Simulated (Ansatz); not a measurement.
**ZrC: moving Zr off its site**

ZrC, Fm-3m, a = 4.700 Å (as given, not relaxed at this level: 1.2 GPa). Ansatz: PBE, PAW, 420 eV, Γ-centred 18×18×18 mesh on 2 atoms, Gaussian smearing 0.15 eV; no spin polarisation.

```yaml
crystal:
  lattice:
    - [0.00000, 2.35021, 2.35021]
    - [2.35021, 0.00000, 2.35021]
    - [2.35021, 2.35021, 0.00000]
  atoms:
    - { symbol: Zr, position: [0.50000, 0.50000, 0.50000] }
    - { symbol: C, position: [0.00000, 0.00000, 0.00000] }
```

Atom 1 (Zr) moves by x along the unit vector (0.707, -0.707, 0.000), with its periodic images; all else is held. y is the free energy of the cell over the start, F the force along the path summed over the moved atoms. Symmetry makes y even in x.

```tsv
x (Å)	y (meV)	F (eV/Å)
-0.3000	303.4	2.13
-0.1500	74.9	0.98
0.0000	0.0	0.00
0.0375	4.9	-0.26
0.0750	19.3	-0.50
0.1125	42.6	-0.74
0.1875	?	?
0.2250	167.7	-1.51
0.2625	229.7	-1.80
```

Problem. Fit y = c2 x² + c4 x⁴ to the energies of the other rows, give the force constant, and predict energy and force of the missing row.

Solution. Least squares on the rows shown. y = 3276.6 x² + 979.12 x⁴. The force constant is 2 c2 = 6.55 eV/Å² (for all images moving together, not for a lone atom). With two atoms in a cubic cell this is the optical mode at Γ (in a metal it hangs on mesh and smearing): ω = 521.5 √(2 c2/μ) = 410 cm⁻¹ for μ = 10.61 u. The force −dy/dx at the missing row is -1.25 eV/Å (computed -1.23). At x = 0.1875 the fit asked for gives 116.4 meV. The run gave 116.3 meV, so the fit is 0.1 meV too high, within the rms miss on the fitted rows (0.7 meV).